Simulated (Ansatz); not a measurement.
# Preparing ZnO (P6_3mc) as a host crystal, part 2 of 3

Aim: the runs on the perfect crystal ZnO (P6_3mc) that a defect calculation needs first.

Ansatz 0.2.0; plane-wave PAW DFT, PBEsol; relaxation of the host's cell and atoms; PAW set soft_1 (the session's first sound run).

So far. Step 3 (Dielectric tensors of the host): The principal values of the electronic dielectric tensor are 5.30, 5.30 and 5.34. The principal values of the static dielectric tensor are 10.07, 10.07 and 10.93.

### 4. Defect free supercell relaxed in its symmetry

This cell, the one that will hold the defects, is built from the relaxed host. Its coarser k-points can move the atoms a little, so it is relaxed from the symmetric sites, as the reference for the test of stability.

This step: plane-wave PAW DFT, PBEsol; relaxation of the defect-free supercell in its symmetry; PAW set soft_1 (Ansatz 0.2.0).

System of this step: ZnO (P6_3mc). The cell holds 72 atoms: 36 Zn and 36 O. Its edges and angles: a = 9.694 Å, b = 9.694 Å, c = 10.430 Å, α = 90.0°, β = 90.0°, γ = 120.0°.

pristine.symmetric/input.yaml

```yaml
crystal:
  lattice:
    - [9.6936538659, 0.0, 0.0]
    - [-4.846826933, 8.3949505034, 0.0]
    - [0.0, 0.0, 10.4302284574]
  atoms:
    - { symbol: Zn, position: [0.2222222222, 0.1111111111, 0.250320658] }
    - { symbol: Zn, position: [0.1111111111, 0.2222222222, 0.000320658] }
    - { symbol: O, position: [0.2222222222, 0.1111111111, 0.439834342] }
    - { symbol: O, position: [0.1111111111, 0.2222222222, 0.189834342] }
    - { symbol: Zn, position: [0.2222222222, 0.1111111111, 0.750320658] }
    - { symbol: Zn, position: [0.1111111111, 0.2222222222, 0.500320658] }
    - { symbol: O, position: [0.2222222222, 0.1111111111, 0.939834342] }
    - { symbol: O, position: [0.1111111111, 0.2222222222, 0.689834342] }
    - { symbol: Zn, position: [0.2222222222, 0.4444444444, 0.250320658] }
    - { symbol: Zn, position: [0.1111111111, 0.5555555556, 0.000320658] }
    - { symbol: O, position: [0.2222222222, 0.4444444444, 0.439834342] }
    - { symbol: O, position: [0.1111111111, 0.5555555556, 0.189834342] }
    - { symbol: Zn, position: [0.2222222222, 0.4444444444, 0.750320658] }
    - { symbol: Zn, position: [0.1111111111, 0.5555555556, 0.500320658] }
    - { symbol: O, position: [0.2222222222, 0.4444444444, 0.939834342] }
    - { symbol: O, position: [0.1111111111, 0.5555555556, 0.689834342] }
    - { symbol: Zn, position: [0.2222222222, 0.7777777778, 0.250320658] }
    - { symbol: Zn, position: [0.1111111111, 0.8888888889, 0.000320658] }
    - { symbol: O, position: [0.2222222222, 0.7777777778, 0.439834342] }
    - { symbol: O, position: [0.1111111111, 0.8888888889, 0.189834342] }
    - { symbol: Zn, position: [0.2222222222, 0.7777777778, 0.750320658] }
    - { symbol: Zn, position: [0.1111111111, 0.8888888889, 0.500320658] }
    - { symbol: O, position: [0.2222222222, 0.7777777778, 0.939834342] }
    - { symbol: O, position: [0.1111111111, 0.8888888889, 0.689834342] }
    - { symbol: Zn, position: [0.5555555556, 0.1111111111, 0.250320658] }
    - { symbol: Zn, position: [0.4444444444, 0.2222222222, 0.000320658] }
    - { symbol: O, position: [0.5555555556, 0.1111111111, 0.439834342] }
    - { symbol: O, position: [0.4444444444, 0.2222222222, 0.189834342] }
    - { symbol: Zn, position: [0.5555555556, 0.1111111111, 0.750320658] }
    - { symbol: Zn, position: [0.4444444444, 0.2222222222, 0.500320658] }
    - { symbol: O, position: [0.5555555556, 0.1111111111, 0.939834342] }
    - { symbol: O, position: [0.4444444444, 0.2222222222, 0.689834342] }
    - { symbol: Zn, position: [0.5555555556, 0.4444444444, 0.250320658] }
    - { symbol: Zn, position: [0.4444444444, 0.5555555556, 0.000320658] }
    - { symbol: O, position: [0.5555555556, 0.4444444444, 0.439834342] }
    - { symbol: O, position: [0.4444444444, 0.5555555556, 0.189834342] }
    - { symbol: Zn, position: [0.5555555556, 0.4444444444, 0.750320658] }
    - { symbol: Zn, position: [0.4444444444, 0.5555555556, 0.500320658] }
    - { symbol: O, position: [0.5555555556, 0.4444444444, 0.939834342] }
    - { symbol: O, position: [0.4444444444, 0.5555555556, 0.689834342] }
    - { symbol: Zn, position: [0.5555555556, 0.7777777778, 0.250320658] }
    - { symbol: Zn, position: [0.4444444444, 0.8888888889, 0.000320658] }
    - { symbol: O, position: [0.5555555556, 0.7777777778, 0.439834342] }
    - { symbol: O, position: [0.4444444444, 0.8888888889, 0.189834342] }
    - { symbol: Zn, position: [0.5555555556, 0.7777777778, 0.750320658] }
    - { symbol: Zn, position: [0.4444444444, 0.8888888889, 0.500320658] }
    - { symbol: O, position: [0.5555555556, 0.7777777778, 0.939834342] }
    - { symbol: O, position: [0.4444444444, 0.8888888889, 0.689834342] }
    - { symbol: Zn, position: [0.8888888889, 0.1111111111, 0.250320658] }
    - { symbol: Zn, position: [0.7777777778, 0.2222222222, 0.000320658] }
    - { symbol: O, position: [0.8888888889, 0.1111111111, 0.439834342] }
    - { symbol: O, position: [0.7777777778, 0.2222222222, 0.189834342] }
    - { symbol: Zn, position: [0.8888888889, 0.1111111111, 0.750320658] }
    - { symbol: Zn, position: [0.7777777778, 0.2222222222, 0.500320658] }
    - { symbol: O, position: [0.8888888889, 0.1111111111, 0.939834342] }
    - { symbol: O, position: [0.7777777778, 0.2222222222, 0.689834342] }
    - { symbol: Zn, position: [0.8888888889, 0.4444444444, 0.250320658] }
    - { symbol: Zn, position: [0.7777777778, 0.5555555556, 0.000320658] }
    - { symbol: O, position: [0.8888888889, 0.4444444444, 0.439834342] }
    - { symbol: O, position: [0.7777777778, 0.5555555556, 0.189834342] }
    - { symbol: Zn, position: [0.8888888889, 0.4444444444, 0.750320658] }
    - { symbol: Zn, position: [0.7777777778, 0.5555555556, 0.500320658] }
    - { symbol: O, position: [0.8888888889, 0.4444444444, 0.939834342] }
    - { symbol: O, position: [0.7777777778, 0.5555555556, 0.689834342] }
    - { symbol: Zn, position: [0.8888888889, 0.7777777778, 0.250320658] }
    - { symbol: Zn, position: [0.7777777778, 0.8888888889, 0.000320658] }
    - { symbol: O, position: [0.8888888889, 0.7777777778, 0.439834342] }
    - { symbol: O, position: [0.7777777778, 0.8888888889, 0.189834342] }
    - { symbol: Zn, position: [0.8888888889, 0.7777777778, 0.750320658] }
    - { symbol: Zn, position: [0.7777777778, 0.8888888889, 0.500320658] }
    - { symbol: O, position: [0.8888888889, 0.7777777778, 0.939834342] }
    - { symbol: O, position: [0.7777777778, 0.8888888889, 0.689834342] }
basis:
  ecutwfc: 420
  xc_grid: 2
hamiltonian:
  xc: pbesol
  pseudopotentials: { kind: paw, azcp: { folder: soft_1 }, xc_functional: pbe }
kpoints:
  mp_grid: { grid: [1, 1, 1] }
scf:
  occupations: { method: fermi_dirac, width: 0.01 }
  max_iter: 100
  lower_state_search: "off"
output:
  forces: true
relax:
  f_tol: 0.015
  max_steps: 60
  escape_saddle: false
checkpoint:
  write: "../pristine.symmetric.run"
  compress: false
  write_wavefunctions: false
  write_every: 100000
```

Command:

```
ansatz run input.yaml --threads 32 --pin off --max-ram 84787MiB --backend cuda --events-out ev --progress --plain --runs-dir out --max-vram 78GiB
```

Numbers of over 12 decimals in the logs are rounded to 6 here.

What it wrote:

```text
[...]
device memory: the entry about to start is reckoned to put 3.3 GiB on a device that reports 166.6 GiB free (of which the cap on the GPU budget leaves the run 78.0 GiB)
GPU FFT provider: cuFFT
GPU libraries: cuBLAS 13.8.1, cuFFT 12.4.0, cuSOLVER 12.3.2
GPU matrix products: emulated (plane waves: as basis.precision tells), large ones in fixed point in workspaces of 1.00 GiB
Crystal: 72 atoms, lattice volume = 848.788 Å³
Basis set: ecut = 420 eV, 16571 PW (Γ), exchange–correlation on 144×144×144 points (8 copies of the dense FFT grid, shifted against one another)
Bands: 396, of which v1, the nominal top of the filled ones, is band 324 counted from 1 (323 counted from 0)
Symmetry: 216 space group operations
[...]
k-points: 1
[...]
GPU buffer pool allocated for 373248 grid points (all kernels)
GPU transforms: local potential and band sums: pruned to the plane-wave sphere, on 72×72×72
[...]
SCF iter   1: F=—  HF=-138330.881839 eV  |Δ(HF+E_count)|=         —  Δρ=1.10e-1  dr2=5.41e1  Hψ=1569
[...]
SCF iter   9: F=-138314.356983 eV  HF=-138314.356983 eV  |Δ(HF+E_count)|=   6.68e-6  Δρ=4.02e-6  dr2=1.56e-7  Hψ=1048
SCF 1 converged in 9 iterations: F = -138314.356983 eV  dr2 = 1.56e-7
[...]
relax step   1: F+E_penalty+E_count = -138314.35698307 eV  Δ(F+E_penalty+E_count) = +0.000e0 eV  max|allowed force component| = 1.715e-2 eV/Å  Δτ_max = 0.0000 Å  (9 SCF iters, dr2 threshold 5.63e-6 eV, accepted)
[...]
SCF iter   3: F=-138314.357254 eV  HF=-138314.357254 eV  |Δ(HF+E_count)|=   8.96e-7  Δρ=3.64e-6  dr2=6.41e-8  Hψ=1655
SCF 2 converged in 3 iterations: F = -138314.357254 eV  dr2 = 6.41e-8
relax step   2: F+E_penalty+E_count = -138314.35725375 eV  Δ(F+E_penalty+E_count) = -2.707e-4 eV  max|allowed force component| = 1.417e-2 eV/Å  Δτ_max = 0.0002 Å  (3 SCF iters, accepted)
SCF converged after 3 iterations
Free energy (F): -138314.357254 eV
[...]
Internal energy: -138314.357254 eV  (E = F + TS)
E sigma→0 (E₀):  -138314.357254 eV
Fermi energy:    7.559630 eV
[...]
--- Forces (eV/Å), atoms counted from 1 ---
  atom   1  Zn     0.00000000     0.00000000     0.01418419
  atom   2  Zn     0.00000000     0.00000000     0.01418419
  atom   3  O     -0.00000000    -0.00000000    -0.01416275
  atom   4  O     -0.00000000    -0.00000000    -0.01416275
  atom   5  Zn     0.00000000    -0.00000000     0.01418419
  atom   6  Zn     0.00000000     0.00000000     0.01418419
  [... 66 more lines of this table ...]
  max |Σ_I F_I| component: 7.72e-4 eV/Å
--- Relaxed structure (2 steps of the walk, 2 accepted, 0 SCFs on fresh bases) ---
  F+E_penalty+E_count = -138314.35725375 eV   max|allowed force component| = 1.417e-2 eV/Å
  atoms:
    - { symbol: Zn, position: [0.222222, 0.111111, 0.250344] }
    - { symbol: Zn, position: [0.111111, 0.222222, 0.000344] }
    - { symbol: O, position: [0.222222, 0.111111, 0.439811] }
    - { symbol: O, position: [0.111111, 0.222222, 0.189811] }
    - { symbol: Zn, position: [0.222222, 0.111111, 0.750344] }
    - { symbol: Zn, position: [0.111111, 0.222222, 0.500344] }
  [... 66 more lines of this table ...]
```

Elapsed: 2.3 s, on 1 × NVIDIA GB200 with 32 threads of Arm Neoverse V2, shared host; peak memory 1.2 GiB.

Hardly anything moved in the relaxation; the energy changed by under 0.2 meV an atom.

### 5. Defect free supercell relaxed from displaced atoms

This step: plane-wave PAW DFT, PBEsol; relaxation of the defect-free supercell from random displacements, a test of the host's stability; PAW set soft_1 (Ansatz 0.2.0).

pristine.rattled/input.yaml, as its differences from pristine.symmetric/input.yaml of step 4:

```diff
@@ -94,6 +94,6 @@
   f_tol: 0.015
-  max_steps: 60
-  escape_saddle: false
+  max_steps: 120
+  random_displacement: { amplitude: 0.06, seed: 3747 }
 checkpoint:
-  write: "../pristine.symmetric.run"
+  write: "../pristine.rattled.run"
   compress: false
```

What it wrote:

```text
[...]
Crystal: 72 atoms, lattice volume = 848.788 Å³
Basis set: ecut = 420 eV, 16571 PW (Γ), exchange–correlation on 144×144×144 points (8 copies of the dense FFT grid, shifted against one another)
Bands: 396, of which v1, the nominal top of the filled ones, is band 324 counted from 1 (323 counted from 0)
Symmetry: 1 space group operations
k-points: 1
[...]
SCF iter   1: F=—  HF=-138329.105423 eV  |Δ(HF+E_count)|=         —  Δρ=1.09e-1  dr2=5.38e1  Hψ=1570
[...]
SCF iter   2: F=—  HF=-138314.445278 eV  |Δ(HF+E_count)|=    1.47e1  Δρ=2.33e-2  dr2=3.50e0  Hψ=754
[...]
SCF iter  10: F=-138312.738732 eV  HF=-138312.738733 eV  |Δ(HF+E_count)|=   2.10e-6  Δρ=9.70e-6  dr2=6.38e-7  Hψ=1235
SCF 1 converged in 10 iterations: F = -138312.738732 eV  dr2 = 6.38e-7
[...]
relax step   1: F+E_penalty+E_count = -138312.73873220 eV  Δ(F+E_penalty+E_count) = +0.000e0 eV  max|allowed force component| = 1.502e0 eV/Å  Δτ_max = 0.0000 Å  (10 SCF iters, dr2 threshold 5.63e-6 eV, accepted)
[...]
relax step   2: F+E_penalty+E_count = -138313.64252393 eV  Δ(F+E_penalty+E_count) = -9.038e-1 eV  max|allowed force component| = 9.414e-1 eV/Å  Δτ_max = 0.0344 Å  (6 SCF iters, dr2 threshold 1.00e-4 eV, accepted)
relax step   3: F+E_penalty+E_count = -138314.35693067 eV  Δ(F+E_penalty+E_count) = -7.144e-1 eV  max|allowed force component| = 2.115e-2 eV/Å  Δτ_max = 0.0536 Å  (6 SCF iters, dr2 threshold 5.54e-5 eV, accepted)
relax step   4: F+E_penalty+E_count = -138314.35695199 eV  Δ(F+E_penalty+E_count) = -2.132e-5 eV  max|allowed force component| = 2.094e-2 eV/Å  Δτ_max = 0.0000 Å  (6 SCF iters, accepted)
[...]
SCF iter   1: F=—  HF=-138314.354968 eV  |Δ(HF+E_count)|=         —  Δρ=7.43e-4  dr2=1.78e-3  Hψ=906
[...]
SCF iter   2: F=—  HF=-138314.354510 eV  |Δ(HF+E_count)|=   4.58e-4  Δρ=4.13e-4  dr2=5.57e-4  Hψ=456
[...]
SCF iter   7: F=-138314.357824 eV  HF=-138314.357824 eV  |Δ(HF+E_count)|=   2.31e-8  Δρ=1.05e-6  dr2=8.78e-9  Hψ=1298
SCF 5 converged in 7 iterations: F = -138314.357824 eV  dr2 = 8.78e-9
relax step   5: F+E_penalty+E_count = -138314.35782369 eV  Δ(F+E_penalty+E_count) = -8.717e-4 eV  max|allowed force component| = 7.509e-4 eV/Å  Δτ_max = 0.0082 Å  (7 SCF iters, accepted)
SCF converged after 7 iterations
Free energy (F): -138314.357824 eV
[...]
Internal energy: -138314.357824 eV  (E = F + TS)
E sigma→0 (E₀):  -138314.357824 eV
Fermi energy:    7.558972 eV
[...]
--- Forces (eV/Å), atoms counted from 1 ---
  atom   1  Zn     0.00003946    -0.00009374     0.00016000
  atom   2  Zn    -0.00032553    -0.00018763     0.00008213
  atom   3  O      0.00029469     0.00033908     0.00004878
  atom   4  O     -0.00003094    -0.00018815    -0.00010868
  atom   5  Zn    -0.00000974     0.00028348    -0.00014031
  atom   6  Zn     0.00008691     0.00021894    -0.00009360
  [... 66 more lines of this table ...]
  max |Σ_I F_I| component: 1.79e-5 eV/Å
--- Relaxed structure (5 steps of the walk, 5 accepted, 0 SCFs on fresh bases) ---
  F+E_penalty+E_count = -138314.35782369 eV   max|allowed force component| = 7.509e-4 eV/Å
  atoms:
    - { symbol: Zn, position: [0.222476, 0.111430, 0.250367] }
    - { symbol: Zn, position: [0.111405, 0.222569, 0.000378] }
    - { symbol: O, position: [0.222421, 0.111362, 0.439621] }
    - { symbol: O, position: [0.111374, 0.222554, 0.189631] }
    - { symbol: Zn, position: [0.222439, 0.111370, 0.750384] }
    - { symbol: Zn, position: [0.111340, 0.222496, 0.500386] }
  [... 66 more lines of this table ...]
```

Run time: 4 s. Hardware: 1 × NVIDIA GB200 with 32 threads; peak memory 1.1 GiB; 12 s of CPU time.

Step by step:

```csv
step,energy less that of the first step (eV),largest force component (eV/Å)
1,0.0000,1.5017
2,-0.9038,0.9414
3,-1.6182,0.0211
4,-1.6182,0.0209
5,-1.6191,0.0008
```

The relaxation ends 22 meV an atom lower than the displaced start, with a largest force component of 7.5e-4 eV/Å.

### 6. Host on a dense mesh

This step: plane-wave PAW DFT, PBEsol; single point of the defect-free host, a test of the k-point sampling; PAW set soft_1 (Ansatz 0.2.0).

System of this step: ZnO (P6_3mc). The structure is hexagonal, space group P6_3mc (No. 186). The conventional cell has a = 3.231 Å, b = 3.231 Å, c = 5.215 Å, α = 90.00°, β = 90.00°, γ = 120.00°. Zn has 4 O at 1.97 to 1.98 Å nearest. Nearest to O lie 4 Zn at 1.97 to 1.98 Å. Farther neighbours and most contacts between anions are not listed.

dense/input.yaml

```yaml
crystal:
  lattice:
    - [3.2312179553, 0.0, 0.0]
    - [-1.6156089777, 2.7983168345, 0.0]
    - [0.0, 0.0, 5.2151142287]
  atoms:
    - { symbol: Zn, position: [0.6666666667, 0.3333333333, 0.5006413159] }
    - { symbol: Zn, position: [0.3333333333, 0.6666666667, 0.0006413159] }
    - { symbol: O, position: [0.6666666667, 0.3333333333, 0.8796686841] }
    - { symbol: O, position: [0.3333333333, 0.6666666667, 0.3796686841] }
basis:
  ecutwfc: 420
  xc_grid: 2
hamiltonian:
  xc: pbesol
  pseudopotentials: { kind: paw, azcp: { folder: soft_1 }, xc_functional: pbe }
kpoints:
  mp_grid: { grid: [10, 10, 6] }
scf:
  occupations: { method: fermi_dirac, width: 0.01 }
  max_iter: 100
  lower_state_search: "off"
checkpoint:
  write: "../dense.run"
  compress: false
  write_wavefunctions: false
  write_every: 100000
```

What it wrote:

```text
[...]
GPU FFT provider: cuFFT
GPU libraries: cuBLAS 13.8.1, cuFFT 12.4.0, cuSOLVER 12.3.2
[...]
Crystal: 4 atoms, lattice volume = 47.155 Å³
Basis set: ecut = 420 eV, 941 PW (Γ), exchange–correlation on 48×48×72 points (8 copies of the dense FFT grid, shifted against one another)
Bands: 22, of which v1, the nominal top of the filled ones, is band 18 counted from 1 (17 counted from 0)
Symmetry: 12 space group operations
[...]
k-points: 56 of 600 (time reversal used)
[...]
GPU buffer pool allocated for 20736 grid points (all kernels)
[...]
SCF iter   1: F=—  HF=-7685.182068 eV  |Δ(HF+E_count)|=         —  Δρ=1.10e-1  dr2=3.02e0  Hψ=5994
[...]
SCF iter   9: F=-7684.262004 eV  HF=-7684.262004 eV  |Δ(HF+E_count)|=   2.73e-7  Δρ=3.82e-6  dr2=8.23e-9  Hψ=2568
SCF 1 converged in 9 iterations: F = -7684.262004 eV  dr2 = 8.23e-9
[...]
SCF converged after 9 iterations
Free energy (F): -7684.262004 eV
[...]
Internal energy: -7684.262004 eV  (E = F + TS)
E sigma→0 (E₀):  -7684.262004 eV
Fermi energy:    7.520746 eV
[...]
```

Elapsed: 1.4 s, on 1 × NVIDIA GB200 with 32 threads; peak memory 1 GiB.

### 7. Defect free supercell at the zone centre

The supercell is run at the zone centre, to see how far that sampling misses the dense mesh.

System of this step: ZnO (P6_3mc). The cell holds 72 atoms: 36 Zn and 36 O. Its edges and angles: a = 9.694 Å, b = 9.694 Å, c = 10.430 Å, α = 90.0°, β = 90.0°, γ = 120.0°.

pristine.sampling_gamma/input.yaml, as its differences from pristine.rattled/input.yaml of step 5:

```diff
@@ -90,10 +90,4 @@
   lower_state_search: "off"
-output:
-  forces: true
-relax:
-  f_tol: 0.015
-  max_steps: 120
-  random_displacement: { amplitude: 0.06, seed: 3747 }
 checkpoint:
-  write: "../pristine.rattled.run"
+  write: "../pristine.sampling_gamma.run"
   compress: false
```

What it wrote:

```text
[...]
GPU FFT provider: cuFFT
GPU libraries: cuBLAS 13.8.1, cuFFT 12.4.0, cuSOLVER 12.3.2
[...]
Crystal: 72 atoms, lattice volume = 848.788 Å³
Basis set: ecut = 420 eV, 16571 PW (Γ), exchange–correlation on 144×144×144 points (8 copies of the dense FFT grid, shifted against one another)
Bands: 396, of which v1, the nominal top of the filled ones, is band 324 counted from 1 (323 counted from 0)
Symmetry: 216 space group operations
[...]
k-points: 1
[...]
GPU buffer pool allocated for 373248 grid points (all kernels)
[...]
SCF iter   1: F=—  HF=-138330.881811 eV  |Δ(HF+E_count)|=         —  Δρ=1.10e-1  dr2=5.41e1  Hψ=1569
[...]
SCF iter   5: F=—  HF=-138314.348257 eV  |Δ(HF+E_count)|=   1.32e-1  Δρ=1.75e-3  dr2=3.62e-2  Hψ=643
automatic band count: iteration 5 solves 375 bands in place of 396: the levels show a gap, and the empty bands left out lie too high to hold charge; the band table lists the bands solved (type scf.n_extra_bands for more)
SCF iter   6: F=—  HF=-138314.352042 eV  |Δ(HF+E_count)|=   3.78e-3  Δρ=7.40e-4  dr2=3.31e-3  Hψ=657
[...]
SCF iter  10: F=-138314.356983 eV  HF=-138314.356983 eV  |Δ(HF+E_count)|=   1.38e-7  Δρ=9.96e-7  dr2=7.12e-9  Hψ=703
SCF 1 converged in 10 iterations: F = -138314.356983 eV  dr2 = 7.12e-9
[...]
SCF converged after 10 iterations
Free energy (F): -138314.356983 eV
[...]
Internal energy: -138314.356983 eV  (E = F + TS)
E sigma→0 (E₀):  -138314.356983 eV
Fermi energy:    7.559743 eV
[...]
```

Run time: 1.5 s. Hardware: 1 × NVIDIA GB200 with 32 threads; peak memory 1.1 GiB.

(Continued in part 3 of 3.)

[Logs are printed without paths, hosts, clocks, repeated set-up lines and the standing remarks that a program may print on its own settings, such as how far it seeks lower states.]

[Hosts, paths, dates, database ids (printed as entryN), source tags and the programs' standing remarks are cut or masked in the printed files.]

[Runs of the host that timed out are not shown.]

[For some hosts the program warned that the k-mesh of the response run may be too coarse for force constants and the static dielectric constant; such warnings are not always shown.]

[The program warned that the k-mesh of a response run behind this text may be too coarse: force constants, and the static dielectric constant and all else formed from them, are not shown converged.]
